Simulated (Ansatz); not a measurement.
Write the native input for Ansatz 0.2.0 that does the following.

```
Task                                : band structure
Functional                          : PBE
Potentials or basis                 : Ansatz PAW
Cutoff                              : 420 eV (not typed: the program's choice for these potentials)
k mesh                              : 6 × 6 × 3
Occupations                         : fermi-dirac, width 0.05 eV
Spin                                : no spin polarisation
Path                                : [["G", "Y", "F", "L", "I"], ["I1", "Z", "F1"], ["Y", "X1"], ["X", "G", "N"], ["M", "G"]]
Points for each segment of the path : 10
```

The system is TiO2.

```xyz
12
Lattice="6.1536 -1.8835 0.0000 6.1536 1.8835 0.0000 -1.9283 0.0000 6.3290" Properties=species:S:1:pos:R:3 pbc="T T T"
Ti   10.5189    0.0000    1.8329
Ti    1.8562    0.0000    1.7959
Ti   -0.1400    0.0000    4.4961
Ti    8.5226    0.0000    4.5330
O     3.8886    0.0000    1.8569
O     1.9846    0.0000    4.1297
O     8.7534    0.0000    6.2992
O     8.3943    0.0000    2.1993
O    10.3741    0.0000    3.9874
O     1.6255    0.0000    0.0298
O     6.4903    0.0000    4.4721
O     0.0047    0.0000    2.3416
```

The cell comes from a database or a generator and needn't be the stable form of this composition.

One way to write it, as run:

input.yaml

```yaml
crystal:
  lattice:
    - [6.1535771931, -1.8834685, 0.0]
    - [6.1535771931, 1.8834685, 0.0]
    - [-1.9283261078, 0.0, 6.3289668713]
  atoms:
    - { symbol: Ti, position: [0.900071, 0.900071, 0.289602] }
    - { symbol: Ti, position: [0.195286, 0.195286, 0.283762] }
    - { symbol: Ti, position: [0.099929, 0.099929, 0.710398] }
    - { symbol: Ti, position: [0.804714, 0.804714, 0.716238] }
    - { symbol: O, position: [0.361931, 0.361931, 0.293397] }
    - { symbol: O, position: [0.2634885, 0.2634885, 0.6525] }
    - { symbol: O, position: [0.8671885, 0.8671885, 0.995291] }
    - { symbol: O, position: [0.7365115, 0.7365115, 0.3475] }
    - { symbol: O, position: [0.9416475, 0.9416475, 0.630021] }
    - { symbol: O, position: [0.1328115, 0.1328115, 0.004709] }
    - { symbol: O, position: [0.638069, 0.638069, 0.706603] }
    - { symbol: O, position: [0.0583525, 0.0583525, 0.369979] }
hamiltonian:
  xc: pbe
  pseudopotentials: { kind: paw }
kpoints:
  mp_grid: { grid: [6, 6, 3] }
  band_path:
    path:
      - [[0.0, 0.0, 0.0], [0.5, 0.5, 1.0], [-0.9361180477, -0.9361180477, 2.1067149013], [0.5, 0.5, 0.5], [0.2894712774, 0.7105287226, 0.5]]
      - [[-0.2894712774, 0.2894712774, -0.5], [0.0, 0.0, -0.5], [1.9361180477, 1.9361180477, -1.1067149013]]
      - [[0.5, 0.5, 1.0], [0.3919103315, 0.6080896685, 1.0]]
      - [[-0.3919103315, 0.3919103315, 0.0], [0.0, 0.0, 0.0], [0.0, 0.5, 0.5]]
      - [[0.0, 0.5, 0.0], [0.0, 0.0, 0.0]]
    npoints: 10
scf:
  occupations: { method: fermi_dirac, width: 0.05 }
  n_extra_bands: 30
output:
  forces: true
  stress: true
  eigenvalues: true
  fatbands: false
```

Potentials or basis: Ansatz PAW.

The run is started by

```bash
$ ansatz run input.yaml --threads 4 --pin off --max-ram 11264MiB --backend cpu --events-out ev --progress --plain --runs-dir out
```

It gave:

```yaml
Pressure: -1.2 GPa
Largest_force: 0.186 eV/Å
Band_gap_on_the_k_mesh: 2.77 eV, indirect (least direct gap 2.92 eV)
Band_gap_along_the_path: 2.74 eV, indirect (least direct gap 2.90 eV)
```

Caveat: the pressure holds a Pulay correction of +0.6 GPa for the finite cutoff.

Run time: 18 s on 4 threads of Arm Neoverse V1 (shared host), peak memory 0.89 GiB.
